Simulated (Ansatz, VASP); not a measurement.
Two plane-wave programs on Ge

INCAR

```
  PREC = Accurate
  ENCUT = 520
  EDIFF = 1E-7
  ISMEAR = -1
  SIGMA = 0.05
  LREAL = F
  LASPH = T
  NELM = 80
  ALGO = Normal
  ISIF = 2
  LWAVE = F
  LCHARG = F
  GGA = RE
  IVDW = 13
  NBANDS = 21
```

Contents of KPOINTS:

```
regular mesh
0
Gamma
  8 8 8
```

POSCAR

```
Ge
1.0
    0.0000000000      2.8099234548      2.8099234548
    2.8099234548      0.0000000000      2.8099234548
    2.8099234548      2.8099234548      0.0000000000
Ge
2
Direct
    0.7500000000      0.7500000000      0.7500000000
    0.5000000000      0.5000000000      0.5000000000
```

The input input.yaml:

```yaml
crystal:
  lattice:
    - [0.0, 2.8099234548, 2.8099234548]
    - [2.8099234548, 0.0, 2.8099234548]
    - [2.8099234548, 2.8099234548, 0.0]
  atoms:
    - { symbol: Ge, position: [0.75, 0.75, 0.75] }
    - { symbol: Ge, position: [0.5, 0.5, 0.5] }
hamiltonian:
  xc: revpbe
  pseudopotentials: { kind: paw }
  dispersion: d4
kpoints:
  mp_grid: { grid: [8, 8, 8] }
scf:
  occupations: { method: fermi_dirac, width: 0.05 }
output:
  forces: true
  stress: true
  eigenvalues: true
```

Alike in both runs: task single point; functional revPBE; dispersion D4; k mesh 8 × 8 × 8; occupations fermi-dirac, width 0.05 eV; no spin polarisation.

|  | VASP | Ansatz |
| --- | --- | --- |
| version | VASP 6.6.1 | Ansatz 0.2.0 |
| potentials or method | VASP PAW PBE potentials, release 64 (Ge_d) | Ansatz PAW |
| plane-wave cutoff (eV) | 520 | 420 |
| valence electrons in the cell | 28 | 28 |

|  | VASP | Ansatz | Ansatz less VASP |
| --- | --- | --- | --- |
| gap on the k mesh at the Fermi level (eV) | 0.31 | 0.29 | -0.014 |
| least direct gap on the mesh (eV) | 0.31 | 0.29 | -0.014 |
| pressure (GPa) | 2.2 | 2.3 | +0.16 |
| dispersion energy (meV/atom) | -551.9 | -552.1 | -0.15 |

Caveats: the PAW data sets were made with another functional, which shifts forces and pressure a little (VASP); the PAW data sets come from PBE, with cores solved anew for the run's functional, which leaves a small shift of forces and pressure (Ansatz).
